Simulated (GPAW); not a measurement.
# a C monolayer: the C K absorption edge

Aim: the polarisation-dependent near-edge structure of a C monolayer.

Calculated with GPAW 26.7.0; X-ray absorption from dipole matrix elements to empty bands, plane-wave PAW PBE.

Most raw output is cut from this account.

**1. The structure**

The cell holds 18 atoms: 18 C. Its edges and angles: a = 7.380 Å, b = 7.380 Å, c = 10.400 Å, α = 90.0°, β = 90.0°, γ = 120.0°. It derives from C. 18-site supercell of C monolayer. Vacuum lies along c.

Structure file:

```
C
1.0
     7.38000    0.00000    0.00000
    -3.69000    6.39127    0.00000
     0.00000    0.00000   10.40000
C
18
Direct
  0.00000 0.00000 0.50000
  0.00000 0.33333 0.50000
  0.33333 0.00000 0.50000
  0.00000 0.66667 0.50000
  0.33333 0.33333 0.50000
  0.66667 0.00000 0.50000
  0.33333 0.66667 0.50000
  0.66667 0.33333 0.50000
  0.66667 0.66667 0.50000
  0.22222 0.11111 0.50000
  0.22222 0.44444 0.50000
  0.55556 0.11111 0.50000
  0.22222 0.77778 0.50000
  0.55556 0.44444 0.50000
  0.88889 0.11111 0.50000
  0.55556 0.77778 0.50000
  0.88889 0.44444 0.50000
  0.88889 0.77778 0.50000
```

**2. Relaxation**

Bond lengths around the absorber set the edge shape, so the atoms are relaxed before any spectrum.

The input, relax.py:

```python
import numpy as np
from ase import Atoms
from ase.parallel import parprint, paropen
from gpaw import GPAW, PW, FermiDirac, Mixer, MixerDif, setup_paths
from ase.optimize import BFGS

atoms = Atoms('C18',
    cell=[[7.38, 0, 0],
     [-3.69, 6.39126748, 0],
     [0, 0, 10.4]],
    scaled_positions=[[0, 0, 0.5],
     [0, 0.3333333, 0.5],
     [0.3333333, 0, 0.5],
     [0, 0.6666667, 0.5],
     [0.3333333, 0.3333333, 0.5],
     [0.6666667, 0, 0.5],
     [0.3333333, 0.6666667, 0.5],
     [0.6666667, 0.3333333, 0.5],
     [0.6666667, 0.6666667, 0.5],
     [0.2222222, 0.1111111, 0.5],
     [0.2222222, 0.4444444, 0.5],
     [0.5555556, 0.1111111, 0.5],
     [0.2222222, 0.7777778, 0.5],
     [0.5555556, 0.4444444, 0.5],
     [0.8888889, 0.1111111, 0.5],
     [0.5555556, 0.7777778, 0.5],
     [0.8888889, 0.4444444, 0.5],
     [0.8888889, 0.7777778, 0.5]],
    pbc=True)
atoms.calc = GPAW(legacy_gpaw=True, mode=PW(400, force_complex_dtype=True), xc='PBE', setups={},
    kpts={'size': (3, 3, 1), 'gamma': True}, occupations=FermiDirac(0.08),
    charge=0, mixer=Mixer(0.05, 8, 50), maxiter=150,
    convergence={'density': 0.0001, 'eigenstates': 1e-6}, txt='relax.txt')
steps = []
opt = BFGS(atoms, logfile='-')
opt.attach(lambda: steps.append([atoms.get_potential_energy(), float(np.linalg.norm(atoms.get_forces(), axis=1).max())]))
done = opt.run(fmax=0.06, steps=35)
out = dict(done=bool(done), steps=steps, frac=atoms.get_scaled_positions().tolist())
import json
with paropen('out.json', 'w') as f:
    json.dump(out, f)
```

On the command line:

```bash
OMP_NUM_THREADS=1 mpirun -n 4 gpaw python relax.py
```

Run time: 22 s. Hardware: 4 MPI ranks of Arm Neoverse V1, shared host; peak memory 0.31 GiB.

The forces of the start geometry were already under the goal, so no step was taken.

**3. The field without a hole**

The ground state comes first: it tells whether the system has a gap, which decides how the excited electron is treated.

The input, scf.py:

```python
import numpy as np
from ase import Atoms
from ase.parallel import parprint, paropen
from gpaw import GPAW, PW, FermiDirac, Mixer, MixerDif, setup_paths
from gpaw.test import gen
setup_paths.insert(0, '.')
gen('C', name='nch1s', xcname='PBE', corehole=(1, 0, 0), write_xml=True)
from gpaw.mpi import world
world.barrier()

atoms = Atoms('C18',
    cell=[[7.38, 0, 0],
     [-3.69, 6.39126748, 0],
     [0, 0, 10.4]],
    scaled_positions=[[0, 0, 0.5],
     [0, 0.3333333, 0.5],
     [0.3333333, 0, 0.5],
     [0, 0.6666667, 0.5],
     [0.3333333, 0.3333333, 0.5],
     [0.6666667, 0, 0.5],
     [0.3333333, 0.6666667, 0.5],
     [0.6666667, 0.3333333, 0.5],
     [0.6666667, 0.6666667, 0.5],
     [0.2222222, 0.1111111, 0.5],
     [0.2222222, 0.4444444, 0.5],
     [0.5555556, 0.1111111, 0.5],
     [0.2222222, 0.7777778, 0.5],
     [0.5555556, 0.4444444, 0.5],
     [0.8888889, 0.1111111, 0.5],
     [0.5555556, 0.7777778, 0.5],
     [0.8888889, 0.4444444, 0.5],
     [0.8888889, 0.7777778, 0.5]],
    pbc=True)
atoms.calc = calc = GPAW(legacy_gpaw=True, mode=PW(400, force_complex_dtype=True), xc='PBE', setups={0: 'nch1s'},
    kpts={'size': (4, 4, 1), 'gamma': True}, occupations=FermiDirac(0.05),
    charge=0, mixer=Mixer(0.05, 8, 50), maxiter=150,
    convergence={'density': 0.0001, 'eigenstates': 1e-6}, txt='scf.txt')
energy = atoms.get_potential_energy() + calc.get_reference_energy()
ef = calc.get_fermi_level()
out = dict(energy=energy, fermi=ef, forces=atoms.get_forces().tolist())
parprint(f'all-electron energy {energy:.4f} eV, Fermi level {ef:.4f} eV')
ev = np.array([[calc.get_eigenvalues(k, s) for k in range(len(calc.get_ibz_k_points()))] for s in range(calc.get_number_of_spins())])
out['homo'], out['lumo'], out['counts'] = ev[ev < ef].max(), ev[ev > ef].min(), sorted(set((ev < ef).sum((0, 2)).tolist()))
out['filled'] = (ev[:, 0] < ef).sum(1).tolist()
import json
with paropen('out.json', 'w') as f:
    json.dump(out, f)
```

On the command line:

```bash
OMP_NUM_THREADS=1 mpirun -n 4 gpaw python scf.py
```

The job ended after 60 s (4 MPI ranks; peak memory 0.31 GiB).

The mesh shows no gap, so the system is treated as a metal and the core electron is put at the Fermi level (neutral cell).

**4. Reference energy of the cell**

The photon energy needs a difference of total energies, so the cell and mesh of the coming hole run are first run without a hole.

Changes to scf.py since step 3:

```diff
@@ -34,3 +34,3 @@
 atoms.calc = calc = GPAW(legacy_gpaw=True, mode=PW(400, force_complex_dtype=True), xc='PBE', setups={0: 'nch1s'},
-    kpts={'size': (4, 4, 1), 'gamma': True}, occupations=FermiDirac(0.05),
+    kpts={'size': (4, 4, 1), 'gamma': True}, occupations=FermiDirac(0.1),
     charge=0, mixer=Mixer(0.05, 8, 50), maxiter=150,
```

Wall time 48 s (4 MPI ranks); peak memory 0.31 GiB; 3.2 min of CPU time.

Reference energy: -18661.758 eV with the cores included.

**5. Spectrum with XCH, C atom 1**

The holes are 7.4 Å apart. In GPAW the data set carries the hole's charge, so charge=0 means a charged cell and charge=-1 a neutral one. The excited electron is kept in the cell, where it fills the lowest empty states and screens the hole. After the field has converged, empty bands are computed with the density fixed and the dipole matrix elements are summed.

The absorber has 3 C at 1.42 Å (trigonal planar).

The input, xas.py:

```python
import numpy as np
from ase import Atoms
from ase.parallel import parprint, paropen
from gpaw import GPAW, PW, FermiDirac, Mixer, MixerDif, setup_paths
from gpaw.test import gen
setup_paths.insert(0, '.')
gen('C', name='fch1s', xcname='PBE', corehole=(1, 0, 1), write_xml=True)
from gpaw.mpi import world
world.barrier()

atoms = Atoms('C18',
    cell=[[7.38, 0, 0],
     [-3.69, 6.39126748, 0],
     [0, 0, 10.4]],
    scaled_positions=[[0, 0, 0.5],
     [0, 0.3333333, 0.5],
     [0.3333333, 0, 0.5],
     [0, 0.6666667, 0.5],
     [0.3333333, 0.3333333, 0.5],
     [0.6666667, 0, 0.5],
     [0.3333333, 0.6666667, 0.5],
     [0.6666667, 0.3333333, 0.5],
     [0.6666667, 0.6666667, 0.5],
     [0.2222222, 0.1111111, 0.5],
     [0.2222222, 0.4444444, 0.5],
     [0.5555556, 0.1111111, 0.5],
     [0.2222222, 0.7777778, 0.5],
     [0.5555556, 0.4444444, 0.5],
     [0.8888889, 0.1111111, 0.5],
     [0.5555556, 0.7777778, 0.5],
     [0.8888889, 0.4444444, 0.5],
     [0.8888889, 0.7777778, 0.5]],
    pbc=True)
atoms.calc = calc = GPAW(legacy_gpaw=True, mode=PW(400, force_complex_dtype=True), xc='PBE', setups={0: 'fch1s'},
    kpts={'size': (4, 4, 1), 'gamma': True}, occupations=FermiDirac(0.1),
    charge=-1, mixer=Mixer(0.05, 8, 50), maxiter=150,
    convergence={'density': 0.0001, 'eigenstates': 1e-6}, txt='scf.txt')
energy = atoms.get_potential_energy() + calc.get_reference_energy()
ef = calc.get_fermi_level()
out = dict(energy=energy, fermi=ef, forces=atoms.get_forces().tolist())
parprint(f'all-electron energy {energy:.4f} eV, Fermi level {ef:.4f} eV')
ev = np.array([[calc.get_eigenvalues(k, s) for k in range(len(calc.get_ibz_k_points()))] for s in range(calc.get_number_of_spins())])
out['homo'], out['lumo'], out['counts'] = ev[ev < ef].max(), ev[ev > ef].min(), sorted(set((ev < ef).sum((0, 2)).tolist()))
out['filled'] = (ev[:, 0] < ef).sum(1).tolist()

from ase.units import Ha
from gpaw.xas import dipole_matrix_elements
nb = int(calc.get_number_of_electrons() / 2) + 139
top, nb = nb, nb + 8 + nb // 12
nscf = calc.fixed_density(kpts={'size': (5, 5, 1), 'gamma': True}, nbands=nb,
    convergence={'bands': top, 'eigenstates': 5e-3}, maxiter=60, txt='nscf.txt')
cell = atoms.cell.array
ops = [cell.T @ U.T @ np.linalg.inv(cell.T) for U in nscf.wfs.kd.symmetry.op_scc]
E = np.arange(-6, 28, 0.1)
fwhm = np.interp(E, [4, 25], [0.9, 3.5])
Y, X, zero, highest = 0, 0, 1e9, 1e9
for spin in range(nscf.get_number_of_spins()):
    wfs = nscf.wfs
    mine = wfs.bd.get_slice()  # this rank's bands
    A = dipole_matrix_elements(wfs.setups[0])
    eps = np.zeros((wfs.kd.nibzkpts, nb))
    d = np.zeros((3, A.shape[1], wfs.kd.nibzkpts, nb), complex)
    for kpt in wfs.kpt_u:
        if kpt.s == spin and 0 in kpt.P_ani:
            eps[kpt.k, mine] = kpt.eps_n * Ha
            d[:, :, kpt.k, mine] = (kpt.weight * wfs.nspins / 2) ** 0.5 * np.inner(A, kpt.P_ani[0])
    world.sum(eps)
    world.sum(d)
    T = np.einsum('amkn,bmkn->abkn', d, d.conj()).real
    T = sum(np.einsum('ai,ijkn,bj->abkn', R, T, R) for R in ops) / len(ops)
    empty = eps > ef
    zero, highest = min(zero, eps[empty].min()), min(highest, eps[:, top - 1].min())
    lines = [(eps, T, empty)] if spin == 0 else lines + [(eps, T, empty)]
for eps, T, empty in lines:
    f = np.einsum('aakn->akn', T).reshape(3, -1)
    x = eps.ravel() - zero
    w = np.interp(x, E, fwhm) / 2.35482
    g = np.exp(-0.5 * ((E[:, None] - x) / w) ** 2) / (w * (2 * np.pi) ** 0.5)
    Y = Y + (f * empty.ravel()) @ g.T
    X = X + (f * ~empty.ravel()) @ g.T
out.update(E=E.round(2).tolist(), xas=Y.tolist(), xes=X.tolist(), zero=zero, valid=highest - zero, nk=len(eps), nb=nb)
for i in range(0, len(E), 10):
    parprint(f'{E[i]:7.2f}', *(f'{v:10.3e}' for v in Y[:, i]))
import json
with paropen('out.json', 'w') as f:
    json.dump(out, f)
```

On the command line:

```bash
OMP_NUM_THREADS=1 mpirun -n 4 gpaw python xas.py
```

The job ended after 2 min (4 MPI ranks; peak memory 0.43 GiB).

The C K spectrum, C atom 1, excited-electron core hole (neutral cell) (energy from the lowest empty level; intensity scaled to a mean of 1 over the first 19 eV):

```
E (eV)  isotropic  ε ∥ x  ε ∥ z
  -2.0       0.00   0.00   0.00
  -1.4       0.00   0.00   0.00
  -0.8       0.08   0.00   0.23
  -0.2       0.87   0.00   2.62
   0.4       1.11   0.00   3.34
   1.0       0.34   0.00   1.01
   1.6       0.36   0.00   1.09
   2.2       0.47   0.00   1.40
   2.8       0.35   0.01   1.04
   3.4       0.31   0.01   0.91
   4.0       0.27   0.02   0.78
   4.6       0.41   0.07   1.11
   5.2       0.58   0.44   0.85
   5.8       1.43   1.74   0.81
   6.4       2.40   3.06   1.09
   7.0       2.37   3.14   0.85
   7.6       1.90   2.50   0.70
   8.2       1.33   1.68   0.64
   8.8       1.10   1.30   0.71
   9.4       1.04   1.17   0.80
  10.0       1.08   1.28   0.68
  10.6       1.28   1.67   0.49
  11.2       1.36   1.85   0.37
  11.8       1.21   1.63   0.37
  12.4       1.02   1.34   0.39
  13.0       0.89   1.16   0.34
  13.6       0.82   1.09   0.29
  14.2       0.86   1.15   0.28
  14.8       0.99   1.32   0.33
  15.4       1.10   1.45   0.39
  16.0       1.11   1.43   0.45
  16.6       1.02   1.26   0.53
  17.2       0.91   1.07   0.58
  17.8       0.84   0.98   0.57
  18.4       0.82   0.97   0.52
  19.0       0.82   0.99   0.49
  19.6       0.83   1.00   0.51
```

Main maxima below 19 eV (height): 0.2 eV (1.29), 2.0 eV (0.50), 6.6 eV (2.49), 11.1 eV (1.36) and 15.7 eV (1.12). A K edge sees empty p states; at this planar three-fold site the curve for the electric vector normal to the plane peaks at 0.2 eV, where it is mainly π* that absorbs: that direction carries over 70 % of the weight there.

The total-energy difference is 290.99 eV. One term is added: -6.71 eV, since the hole is spin-paired here and a spin-polarised one costs that much less in the free atom (computed apart). The photon energy is then 284.28 eV. The functional leaves an error of a few eV in such absolute values.

**6. What came out**

```
absorber and edge                               : C K, atom 1 of the ground-state input (counted from 1)
surroundings                                    : 3 C at 1.42 Å (trigonal planar)
highest intensity below 16 eV                   : 6.6 eV above the zero, height 2.49
photon energy of the zero, with the added terms : 284.3 eV (raw 291.0 eV; uncertain by a few eV)
```

**Reading.** The C K edge of atom 1, with 3 C at 1.42 Å (trigonal planar), has its highest intensity of the first 16 eV at 6.6 eV above the zero, near 291 eV in photon energy (uncertain by a few eV), 2.5 times the mean level of the first 19 eV (Gaussian full width 0.9 eV up to 4 eV, rising linearly to 3.5 eV at 25 eV). At the C K edge of atom 1 polarisation matters most near 0.2 eV, where the curves differ by 3.9 on this scale. The unit cell's mesh shows no gap over 0.35 eV. That is right for a metallic compound; for a small-gap or correlated insulator it would be the fault of the functional or of the assumed magnetic order, and the hole would be screened too well. The first peak sits at the Fermi energy, where the partly filled level is cut, so its height is uncertain. Some eV above the zero the states pass the vacuum level, and features normal to the sheet may then be states of the box. Lifetime broadening is put in by hand, and intensities beyond about 20 eV depend on it and on the partial waves.

[Logs are printed without paths, hosts, clocks, repeated set-up lines and the standing remarks that a program may print on its own settings, such as how far it seeks lower states.]

[Hosts, paths, dates, database ids (printed as entryN), source tags and the programs' standing remarks are cut or masked in the printed files.]

[Lists of maxima count a maximum above −3 eV only where it reaches 4 % of the highest in the window and stands out from its surroundings by 2 % of it (1.5 % where it reaches 55 %); shoulders and weaker maxima are passed over, and of the rest the first, up to two pre-edge ones and the few strongest are named.]
